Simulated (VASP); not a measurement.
Data:

```xyz
6
Lattice="3.6024 0.0000 0.0000 0.0000 3.6024 0.0000 0.0000 0.0000 5.2226" Properties=species:S:1:pos:R:3 pbc="T T T"
Zr     0.0000     0.0000     5.2226
Zr     1.8012     1.8012     2.6113
O      0.0000     1.8012     1.5772
O      0.0000     1.8012     4.1885
O      1.8012     0.0000     1.0340
O      1.8012     0.0000     3.6453
```

These are r2SCAN meta-GGA, VASP's PBE PAW potentials (set 64) (plane waves; VASP 6.6.1) values and carry that method's errors. Numerical set-up: 520 eV cut-off, 8×8×6 Γ-centred mesh, Gaussian smearing of 0.010 eV, potentials Zr_sv O.

Task: Give the direction-averaged independent-particle dielectric function (no local fields, no excitons; a broadening of 0.1 eV leaves a tail below the gap, and fine structure carries the noise of the k-mesh).

Result: 
```csv
ħω (eV),ε₁,ε₂
0.00,5.07,0.00
0.50,5.08,0.00
1.00,5.13,0.00
1.60,5.23,0.00
2.10,5.35,0.00
2.60,5.53,0.00
3.20,5.84,0.00
3.70,6.22,0.00
4.20,6.82,0.00
4.80,8.13,0.49
5.30,8.60,1.74
5.80,8.78,4.44
6.40,6.95,7.32
6.90,5.65,5.29
7.40,6.37,5.74
8.00,5.47,11.13
8.50,2.85,12.12
9.10,0.04,8.13
9.60,-0.74,6.92
10.10,-1.44,6.29
10.70,-2.14,2.91
11.20,-1.90,3.53
11.70,-1.93,2.35
12.30,-1.57,1.85
12.80,-1.04,1.43
13.30,-0.74,0.94
13.90,-0.17,0.37
14.40,0.46,0.22
14.90,0.74,0.64
15.50,0.77,0.59
16.00,0.97,1.20
16.60,0.63,1.08
```
ε₂ peaks at 6.4 eV (height 7.3), 8.0 eV (height 11.1), 8.5 eV (height 12.1); ε₁(0) averages 5.07, so the electronic refractive index below the gap tends to √5.07 = 2.25.

The structure comes from a computed database's ZrO2 entry (P4_2/nmc); how it stands against other phases isn't given here. It was relaxed first.
